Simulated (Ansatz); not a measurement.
Runs of Ansatz 0.2.0 on CoO. The structure is trigonal, space group R3m (No. 160). The conventional cell has a = 3.204 Å, b = 3.204 Å, c = 7.699 Å, α = 90.00°, β = 90.00°, γ = 120.00°. Co (site symmetry 3m) is surrounded by 4 O at 1.91 to 1.96 Å. O (site symmetry 3m) has 4 Co at 1.91 to 1.96 Å as nearest neighbours. Measurements of this composition are mostly on another form, of space group No. 225.

```tsv
task	level	cell	smearing	points for each segment of the path	gap on the mesh (eV)	pressure (GPa)	moment (μB)	relaxed volume (Å³/atom)	largest force (eV/Å)
band structure	PBEsol	as given	fermi-dirac 0.05 eV	14	none	-7.9	2.79	-	(a)
band structure	PBE	as given	fermi-dirac 0.05 eV	14	none	-0.1	2.76	-	0.26
band structure	LDA	as given	fermi-dirac 0.05 eV	14	none	(b)	2.64	-	0.19
single point	PBE	as given	gaussian 0.011 eV	-	none	0.1	2.78	-	0.28
relaxation of cell and atoms	PBE	relaxed	fermi-dirac 0.05 eV	-	none	0.0	2.76	11.39	-
relaxation of cell and atoms	LDA	relaxed	fermi-dirac 0.05 eV	-	none	0.0	1.62	9.83	-
```

Alike in all rows: potentials or basis Ansatz PAW; spin collinear, ferromagnetic start; k mesh 10 × 10 × 10; cutoff (eV) 420.

**Question.** Estimate the missing entries.

**Answer.** (a) 0.22; (b) -15.8.

Caveats: a cell with one magnetic atom can't hold antiferromagnetic order, which such compounds often take; semilocal functionals often make such compounds metallic where correlation or magnetic order opens a gap, which also shifts bond lengths; the PAW data sets come from PBE, with cores solved anew for the run's functional, which leaves a small shift of forces and pressure (some runs); the plane-wave basis is chosen anew once the cell has moved, so the energies of steps on either side of that aren't comparable (some runs); so large a pressure means that the cell lies far from this level's equilibrium, or that cutoff or potentials fall short (some runs).

A gap of «none» marks a metal or a gap under the smearing width.
